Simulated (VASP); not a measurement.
Set up this calculation in VASP 6.6.1, as the native input.

```yaml
Task: single point
Functional: PBEsol
Potentials_or_basis: VASP PAW PBE potentials, release 64 (P)
Cutoff: 520 eV
k_mesh: 6 × 6 × 6
Occupations: gaussian, width 0.1 eV
Spin: no spin polarisation
Dipole_correction: no
Further_INCAR_settings: ALGO = Fast; EDIFF = 1e-07; NBANDS = 12
```

The structure of P lies in POSCAR:

```
P
1.0
    1.7257251780      0.9963478961      3.1296800121
   -1.7257251780      0.9963478961      3.1296800121
    0.0000000000     -1.9926957921      3.1296800121
P
2
Direct
    0.2270802500      0.2270802500      0.2270802500
    0.7729197500      0.7729197500      0.7729197500
```

This isn't the form of P at room conditions, which is orthorhombic.

One way to write it, as run:

INCAR

```
SYSTEM = P
PREC = Accurate ; ENCUT = 520
EDIFF = 1E-7 ; ISMEAR = 0
SIGMA = 0.1 ; LREAL = .FALSE.
LASPH = .TRUE. ; NELM = 60
ALGO = Fast ; ISIF = 2
LWAVE = .FALSE. ; LCHARG = .FALSE.
GGA = PS ; NBANDS = 12
```

KPOINTS

```
regular mesh
0
G
  6 6 6
  0 0 0
```

Potentials or basis: VASP PAW PBE potentials, release 64 (P).

Command:

```bash
$ cat potpaw_PBE.64/P/POTCAR > POTCAR
$ mpirun -np 1 vasp_std > vasp.out
```

Results of the run:

```
Pressure               : -2.1 GPa
Largest force          : 0.040 eV/Å
Band gap on the k mesh : none (metal or under the smearing width)
```

Caveat: the k mesh is coarse (spacing up to 0.37 Å⁻¹), so the values aren't converged; the PAW data sets were made with another functional, which shifts forces and pressure a little.

Run time: 24 s on 1 thread of AMD EPYC 7571 (shared host), peak memory 0.11 GiB.
